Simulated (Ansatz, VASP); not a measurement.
Ag: VASP beside Ansatz

The input INCAR:

```
SYSTEM = Ag
ALGO = Fast
EDIFF = 1E-6
EDIFFG = -0.005
ENCUT = 600
GGA = PE
IBRION = 2
ISIF = 3
ISMEAR = 0
LASPH = .True.
LCHARG = .False.
LREAL = .False.
LWAVE = .False.
NELM = 100
NSW = 100
PREC = Accurate
SIGMA = 0.1
```

The input KPOINTS:

```
k-points
0
Gamma
  18 18 10
  0 0 0
```

Contents of POSCAR:

```
Ag
1.0
    2.9300000000      0.0000000000      0.0000000000
   -1.4650000000      2.5374544331      0.0000000000
    0.0000000000      0.0000000000      4.7900000000
Ag
2
Direct
    0.3333333333      0.6666666667      0.2500000000
    0.6666666667      0.3333333333      0.7500000000
```

Input for Ansatz:

```yaml
crystal:
  lattice:
    - [2.93, 0.0, 0.0]
    - [-1.465, 2.5374544331, 0.0]
    - [0.0, 0.0, 4.79]
  atoms:
    - { symbol: Ag, position: [0.3333333333, 0.6666666667, 0.25] }
    - { symbol: Ag, position: [0.6666666667, 0.3333333333, 0.75] }
basis:
  ecutwfc: 420
kpoints:
  mp_grid: { grid: [18, 18, 10] }
hamiltonian:
  xc: pbe
scf:
  occupations: { method: gaussian, width: 0.1 }
output:
  forces: true
  stress: true
  eigenvalues: true
relax:
  adjacent_minimum: "off"
  f_tol: 0.005
  max_steps: 80
  cell: { stress_tol: 0.05 }
```

This isn't the form of Ag at room conditions, which is fcc.

Alike in both runs: task relaxation of cell and atoms; functional PBE; k mesh 18 × 18 × 10; occupations gaussian, width 0.1 eV; no spin polarisation.

|  | VASP | Ansatz |
| --- | --- | --- |
| version | VASP 6.6.1 | Ansatz 0.2.0 |
| potentials or method | VASP PAW PBE potentials, release 64 (Ag) | scalar-relativistic, plane waves, PAW |
| plane-wave cutoff (eV) | 600 | 420 |
| valence electrons in the cell | 22 | 38 |

|  | VASP | Ansatz | Ansatz less VASP |
| --- | --- | --- | --- |
| gap on the k mesh at the Fermi level, each at its own relaxed structure (eV) | none | none | - |
| relaxed volume (Å³/atom) | 17.85 | 17.89 | +0.037 |
| relaxed cell length with the largest relative difference (Å) | 4.795 | 4.799 | +0.0045 |

A gap of «none» marks a metal or a gap that the smearing closes. The two sets of potentials don't hold the same shells in valence.
